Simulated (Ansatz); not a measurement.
**SiNi (Pnma), work and stress of cleavage**

Method: Ansatz 0.2.0, DFT PBEsol, scalar-relativistic, plane waves, PAW. Settings: plane waves to 420 eV, k-mesh 8×12×4 (Γ-centred), Gaussian smearing 0.15 eV. No spin polarisation. A magnetic state may lie lower. Energies are free energies at this smearing, counted from the undisturbed cell; pressure is positive in compression.

Zero of the scan (relaxed at this level):

```
Si Ni
1.0
    -5.08783    0.00000    0.00000
     0.00000   -3.35777    0.00000
     0.00000    0.00000   11.05566
Si Ni
8 8
Cartesian
  -3.4525 -0.8394 8.7702
  -3.4525 -0.8394 3.2424
  -4.1793 -2.5183 0.4785
  -4.1793 -2.5183 6.0063
  -0.9085 -0.8394 10.5772
  -0.9085 -0.8394 5.0494
  -1.6354 -2.5183 2.2855
  -1.6354 -2.5183 7.8133
  -5.0405 -2.5183 9.3276
  -5.0405 -2.5183 3.7998
  -2.5912 -0.8394 1.0358
  -2.5912 -0.8394 6.5637
  -2.4966 -2.5183 10.0198
  -2.4966 -2.5183 4.4920
  -0.0473 -0.8394 1.7281
  -0.0473 -0.8394 7.2559
```

The cut lies on the cell's a–b face, a (0 0 1) plane (indices in the standard cell, whose axes needn't be the Cartesian ones shown) of area 17.08 Å², between layers 0.96 Å apart. Vector c is lengthened by d along the normal with the atoms' Cartesian places fixed: one unrelaxed cut a cell. The traction is positive where the two halves pull on each other.

```
d (Å) energy (J/m²) traction (GPa)
-0.30           0.92           -72.1
 0.00           0.00             0.1
 0.25           0.35            24.1
 0.50           1.06            30.9
 0.75           1.83            29.2
 1.00           2.50            24.5
 1.50           3.48            15.1
 2.00           4.04             7.6
 3.00           4.42             1.6
 4.50           4.51             0.1
 6.00           4.51             0.0
```

Problem. What are the work of separation and the cleavage stress, and do they fit the universal binding curve?

Solution. The energy levels off near W ≈ 4.51 J/m² (the traction is down to 0.0 GPa), the energy of the two unrelaxed faces, 2.26 J/m² each on average. The largest sampled traction is 30.9 GPa at d = 0.50 Å, and a parabola through it and its two neighbours peaks at σ_max ≈ 31.2 GPa, d ≈ 0.58 Å. The curve E = W[1 − (1 + d/ℓ)exp(−d/ℓ)] peaks in traction at d = ℓ with σ_max = W/(eℓ); with 1 J/m² per Å = 10 GPa this W and σ_max give ℓ = 0.53 Å. A parabola through that curve at the same three d peaks at 0.57 Å, against 0.58 Å here, a fair fit. Real crystals break at far lower stress, because cracks concentrate it, and on the plane of lowest W, which needn't be this one.

The cut is rigid; relaxing the faces lowers these energies and usually the stresses.

In a metal these slopes depend on the k mesh and the smearing.

Cost: 11 runs of about 21 core-minutes in all, on Intel Xeon 6975P-C (Granite Rapids) (shared hosts).